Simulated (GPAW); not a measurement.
## W: relaxation of cell and atoms with RPBE+D4

Crystal: W.

```
CELL_PARAMETERS angstrom
-1.58234 1.58234 1.58234
1.58234 -1.58234 1.58234
1.58234 1.58234 -1.58234
ATOMIC_POSITIONS crystal
W 0.00000 0.00000 0.00000
```

- Program: GPAW 26.7.0
- Task: relaxation of cell and atoms
- Functional: RPBE
- Dispersion: D4
- Potentials or basis: the program's PAW data sets (release 1.2.1) made for this functional
- Cutoff: 600 eV
- Basis: pw
- k mesh: 12 × 12 × 12
- Occupations: fermi-dirac, width 0.05 eV
- Spin: no spin polarisation
- Maxiter: 150
- Optimizer: BFGS
- Fmax: 0.02 eV/Å
- Max steps: 100
- Convergence: density=1e-05 forces=0.0001

```yaml
Relaxed_volume: 15.74 Å³/atom
Relaxed_cell: a = 2.734 Å, b = 2.734 Å, c = 2.734 Å, α = 109.47°, β = 109.47°, γ = 109.47°
Space_group_after_relaxing_to_0.05_Å: Im-3m (No. 229)
Energy_gained_by_relaxing: 0.6 meV/atom
Ionic_steps: 3
Pressure_after_relaxing: 0.0 GPa
Band_gap_on_the_k_mesh: none (metal or under the smearing width)
Dispersion_energy_per_atom: -1.225 eV
```

The path:
| step | energy change (eV) | largest force (eV/Å) | pressure (GPa) | volume (Å³) |
| --- | --- | --- | --- | --- |
| 1 | 0.0000 | 0.0000 | -2.16 | 15.85 |
| 2 | -0.0005 | 0.0000 | 0.72 | 15.70 |
| 3 | -0.0006 | 0.0000 | -0.01 | 15.74 |

Final structure:
```
W
1.0
    -1.57871    1.57871    1.57871
     1.57871   -1.57871    1.57871
     1.57871    1.57871   -1.57871
W
1
Cartesian
  0.0000 0.0000 0.0000
```

Levels at points of the mesh, in eV from the Fermi level:
```
           k point  band 5  band 6  band 7  band 8  band 9  band 10
(0.00, 0.00, 0.00)   -9.53   -1.14   -1.14   -1.14    2.36     2.36
(0.50, 0.50, 0.00)   -6.20   -3.50    0.76    2.27    3.25     6.30
(0.50, 0.50, 0.50)   -5.78   -5.78    5.30    5.30    5.30     8.41
```

Run time: 21 s on 1 thread of Arm Neoverse V2 (shared host), peak memory 0.17 GiB.

Caveat: later steps reuse the first step's grids; pairwise dispersion overbinds metals, which lowers pressure and volume. Spin-orbit coupling is left out, which matters for the levels of W.
